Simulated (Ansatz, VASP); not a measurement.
## One calculation of Te, two programs

The input INCAR:

```
PREC     = Accurate       # precision mode
ENCUT    = 520            # plane-wave cutoff, eV
EDIFF    = 1E-7           # SCF threshold, eV
ISMEAR   = -1             # smearing method
SIGMA    = 0.1            # smearing width, eV
LREAL    = False          # projectors in reciprocal space
LASPH    = True           # aspherical terms in the spheres
NELM     = 100            # most SCF steps
ALGO     = Normal         # electronic algorithm
ISIF     = 2              # what is computed and relaxed
LWAVE    = False          # write WAVECAR
LCHARG   = False          # write CHGCAR
GGA      = B5             # functional
ALDAX    = 1.0          
AGGAX    = 1.0          
AGGAC    = 1.0          
ALDAC    = 0.0          
NBANDS   = 9              # bands
```

File KPOINTS:

```
regular mesh
0
Gamma
  13 13 13
```

POSCAR

```
Te
1.0
   -2.0278316737      2.0278316737      2.0278316737
    2.0278316737     -2.0278316737      2.0278316737
    2.0278316737      2.0278316737     -2.0278316737
Te
1
Direct
    0.0000000000      0.0000000000      0.0000000000
```

Input for Ansatz:

```yaml
crystal:
  lattice:
    - [-2.0278316737, 2.0278316737, 2.0278316737]
    - [2.0278316737, -2.0278316737, 2.0278316737]
    - [2.0278316737, 2.0278316737, -2.0278316737]
  atoms:
    - { symbol: Te, position: [0.0, 0.0, 0.0] }
hamiltonian:
  xc: blyp
  pseudopotentials:
    kind: paw
    azcp:
      Te: "pseudopotentials/Te.paw.azcp"
basis:
  ecutwfc: 420
  fft_grid_basis: typed
kpoints:
  mp_grid: { grid: [13, 13, 13], shift: [0, 0, 0] }
magnetization:
  spin_polarized: false
scf:
  occupations: { method: fermi_dirac, width: 0.1 }
  lower_state_search: "off"
output:
  stress: true
```

Alike in both runs: task single point; functional BLYP; k mesh 13 × 13 × 13; occupations fermi-dirac, width 0.1 eV; no spin polarisation.

|  | VASP | Ansatz |
| --- | --- | --- |
| version | VASP 6.6.1 | Ansatz 0.2.0 |
| potentials or method | VASP PAW PBE potentials, release 64 (Te) | plane waves (420 eV) with PAW, scalar-relativistic |
| plane-wave cutoff (eV) | 520 | 420 |
| valence electrons in the cell | 6 | 16 |

Ansatz gave:

- pressure (GPa): -1.5

Q: Which values does VASP return?

A: Pressure (GPa): -1.4.

The two sets of potentials don't hold the same shells in valence.

Caveats: the PAW data sets were made with another functional, which shifts forces and pressure a little (VASP). The runs have no spin-orbit coupling, so splittings on Te are missing.
